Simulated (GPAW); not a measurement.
A run of GPAW 26.7.0 is set up as follows.

File run.py:

```python
from ase import Atoms
from ase.calculators.mixing import SumCalculator
from ase.filters import FrechetCellFilter
from ase.io import write
from ase.optimize import BFGS
from dftd3.ase import DFTD3
from gpaw import GPAW, PW, setup_paths

setup_paths.insert(0, '.')

atoms = Atoms(['Ni', 'O'],
              cell=[[0.0, 2.0859016414, 2.0859016414],
                    [2.0859016414, 0.0, 2.0859016414],
                    [2.0859016414, 2.0859016414, 0.0]],
              scaled_positions=[[0.0, 0.0, 0.0],
                                [0.5, 0.5, 0.5]],
              pbc=True)
atoms.set_initial_magnetic_moments([1.0, 0.0])

calc = GPAW(mode=PW(800),
            xc='PBEsol',
            kpts={'size': (9, 9, 9), 'gamma': True},
            occupations={'name': 'fermi-dirac', 'width': 0.05},
            nbands=22,
            convergence={'density': 1e-05, 'forces': 0.0001},
            maxiter=150,
            txt='gpaw.txt')
atoms.calc = SumCalculator([calc, DFTD3(damping='d3bj', params_tweaks=dict(method='pbesol', atm=True))])
opt = BFGS(FrechetCellFilter(atoms), trajectory='relax.traj', logfile='-')
done = opt.run(fmax=0.02, steps=60)
calc.write('gs.gpw')
write('result.traj', atoms)
print('Converged:', done)
print('Cell:', atoms.cell.cellpar().round(4))
print('Volume:', round(atoms.get_volume(), 4))
print(atoms.get_scaled_positions().round(5))
```

Potentials or basis: PAW data sets generated in the run's folder for this functional, pw.

The run is started by

```console
$ gpaw-setup -f PBEsol Ni O
$ OMP_NUM_THREADS=1 python run.py
```

What does it give for the relaxed volume?

8.81 Å³/atom.

Estimate the net moment.

1.07 μB per cell.

Estimate the band gap on the k mesh.

none (metal or under the smearing width).

Step by step:
```csv
step,energy change (eV),largest force (eV/Å),pressure (GPa),volume (Å³)
1,0.0000,0.0000,-6.48,18.15
2,-0.0055,0.0000,-5.04,18.01
3,-0.0118,0.0000,1.01,17.54
4,-0.0121,0.0000,-0.01,17.61
```

Caveat: each step starts from the last one's moments, so a moment once lost doesn't come back; the stock nickel data set gives pressures a few GPa off other programs; later steps reuse the first step's grids; a cell with one magnetic atom can't hold antiferromagnetic order, which such compounds often take; semilocal functionals often make such compounds metallic where correlation or magnetic order opens a gap, which also shifts bond lengths; pairwise dispersion overbinds metals, which lowers pressure and volume. With open d or f shells a metallic result of PBEsol can be an artefact of self-interaction; +U or a hybrid may open a gap.
